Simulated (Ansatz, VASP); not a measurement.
One calculation of HfC, two programs

The input INCAR:

```
  ALGO = Normal
  EDIFF = 1E-6
  ENCUT = 520
  GGA = PE
  ISIF = 2
  ISMEAR = 1
  IVDW = 12
  LASPH = T
  LCHARG = T
  LELF = T
  LREAL = F
  LVHAR = T
  LWAVE = F
  NBANDS = 14
  NELM = 100
  PREC = Accurate
  SIGMA = 0.1
```

KPOINTS

```
k-points
0
Gamma
  11 11 11
```

File POSCAR:

```
HfC
1.0
    0.0000000000      2.2935772291      2.2935772291
    2.2935772291      0.0000000000      2.2935772291
    2.2935772291      2.2935772291      0.0000000000
Hf C
1 1
Direct
    0.5000000000      0.5000000000      0.5000000000
    0.0000000000      0.0000000000      0.0000000000
```

Input for Ansatz:

```yaml
crystal:
  lattice:
    - [0.0, 2.2935772291273375, 2.2935772291273375]
    - [2.2935772291273375, 0.0, 2.2935772291273375]
    - [2.2935772291273375, 2.2935772291273375, 0.0]
  atoms:
    - { symbol: Hf, position: [0.5, 0.5, 0.5] }
    - { symbol: C, position: [0.0, 0.0, 0.0] }
basis:
  ecutwfc: 510.0
kpoints:
  mp_grid:
    grid: [11, 11, 11]
hamiltonian:
  xc: pbe
  dispersion: d3bj
scf:
  occupations:
    method: cold
    width: 0.1
```

Alike in both runs: task single point; functional PBE; dispersion D3(BJ); k mesh 11 × 11 × 11; no spin polarisation.

```csv
,VASP,Ansatz
version,VASP 6.6.1,Ansatz 0.2.0
potentials or method,"VASP PAW PBE potentials, release 64 (Hf_pv, C)","plane waves, PAW"
plane-wave cutoff (eV),520,510
occupations,"methfessel-paxton of order 1, width 0.1 eV","cold, width 0.1 eV"
valence electrons in the cell,14,30
```

VASP gave:

```
dispersion energy (meV/atom) : -373.8
```

**Question.** Estimate Ansatz's values.

**Answer.** Dispersion energy (meV/atom): -373.9.

The two sets of potentials don't hold the same shells in valence.

 Spin-orbit coupling is left out, which matters for the levels of Hf.
